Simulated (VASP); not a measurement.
Sb:

```
CELL_PARAMETERS angstrom
-1.87134 1.87134 1.87134
1.87134 -1.87134 1.87134
1.87134 1.87134 -1.87134
ATOMIC_POSITIONS crystal
Sb 0.00000 0.00000 0.00000
```

This isn't the form of Sb at room conditions, which is rhombohedral.

| Quantity | Value |
| --- | --- |
| Program | VASP 6.6.1 |
| Task | single point |
| Functional | PBEsol |
| Potentials or basis | VASP PAW PBE potentials, release 64 (Sb) |
| Cutoff | 520 eV |
| k mesh | 10 × 10 × 10 |
| Occupations | fermi-dirac, width 0.05 eV |
| Spin | no spin polarisation |

On this cell: pressure 0.0 GPa; band gap on the k mesh none (metal or under the smearing width).

The same run follows on a disturbed copy (cell strained at random at fixed volume):

```xyz
1
Lattice="-1.9117 1.8986 1.9110 1.8664 -1.9242 1.8914 1.8258 1.8384 -1.9366" Properties=species:S:1:pos:R:3 pbc="T T T"
Sb    0.0236    0.0412   -0.0176
```

**Question.** What changes?

**Answer.** The energy (extrapolated to zero smearing) moves by +2.3 meV/atom; pressure -0.2 GPa; band gap on the k mesh none (metal or under the smearing width).

Stress tensor (GPa, compression positive):
```
-0.43  0.99  0.66
 0.99 -0.15  0.87
 0.66  0.87  0.06
```

Caveats: the PAW data sets were made with another functional, which shifts forces and pressure a little.
